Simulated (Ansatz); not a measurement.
GaN (honeycomb bilayer), computed twice by G0W0.

The cell holds 4 atoms: 2 Ga and 2 N. Cell: a = 3.204 Å, b = 3.204 Å, c = 31.100 Å, α = 90.0°, β = 90.0°, γ = 120.0°. Regions: layer 1 (GaN-hc), 2 atoms (1 Ga and 1 N); layer 2 (GaN-hc), 2 atoms (1 Ga and 1 N). Vacuum lies along c.

```xyz
4
Lattice="3.2040 0.0000 0.0000 -1.6020 2.7748 0.0000 0.0000 0.0000 31.1000" Properties=species:S:1:pos:R:3
Ga    0.0000    1.8498   13.5834
N     1.6020    0.9249   13.5734
Ga    0.0000    1.8498   17.5166
N     1.6020    0.9249   17.5266
```

The structure was relaxed with PBE-D3(BJ). The runs that relaxed it are not among those shown.

The first (Ansatz 0.2.0; start PBE, 6×6×1 mesh, 407 empty bands, screening to 75 eV, PAW set soft_1 files; 4 threads of Arm Neoverse N1, shared host) gave, on its mesh: starting gap 1.70 eV, G0W0 gap 3.20 eV, mean of 1 + 4πα/V (set by the cell height) 1.89, 4.9 min.

**Question.** The second changes empty bands from 407 to 164 and screening cutoff (eV) from 75.0 to 41. What does it give?

It gave: starting gap 1.70 eV, G0W0 gap 3.05 eV, mean of 1 + 4πα/V (set by the cell height) 1.90, 58 s. The G0W0 gap moves by −0.15 eV, +0.00 eV from the start and −0.15 eV from the correction. Σc changes by +0.19 eV at the valence top and +0.04 eV at the conduction bottom, and Σx − Vxc between them by +0.00 eV.

Limits: not at the basis limit; coarse mesh for a sheet; no spin-orbit coupling.

[Paths, hosts, dates, memory and timing lines, banners, echoed tables and standing remarks are left out of the program output.]

[Logs are printed without paths, hosts, clocks, repeated set-up lines and the standing remarks that a program may print on its own settings, such as how far it seeks lower states.]

[Runs of the session that timed out or met a known fault of the program may be left out.]

[Cells called generated may have been cut or substituted from an entry of the Crystallography Open Database or the Materials Project.]

[Hosts, paths, dates, database ids (printed as entryN), source tags and the programs' standing remarks are cut or masked in the printed files.]
